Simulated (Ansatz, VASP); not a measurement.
**One calculation of ZrB2, two programs**

```
Zr B
1.0
     3.13335    0.00000    0.00000
    -1.56667    2.71356    0.00000
     0.00000    0.00000    3.52000
Zr B
1 2
Direct
  0.00000 0.00000 0.00000
  0.33333 0.66667 0.50000
  0.66667 0.33333 0.50000
```

Change from the starting cell: equal xx and yy strain of -1 %.

Alike in both runs: task single point; functional LDA; k mesh 12 × 12 × 9; occupations fermi-dirac, width 0.05 eV; no spin polarisation.

|  | VASP | Ansatz |
| --- | --- | --- |
| version | VASP 6.6.1 | Ansatz 0.2.0 |
| potentials or method | VASP PAW LDA potentials, release 64 (Zr_sv, B), cutoff 520 eV | all-electron LAPW, scalar-relativistic |

Ansatz gave:

| Quantity | Value |
| --- | --- |
| pressure (GPa) | -2.3 |
| largest component of the traceless stress (GPa) | 1.81 |

Task: Which values does VASP return?

Result: Pressure (GPa): -1.8; largest component of the traceless stress (GPa): 1.80.

Ansatz ran all-electron here, so the differences hold the error of VASP's frozen core and of both bases.
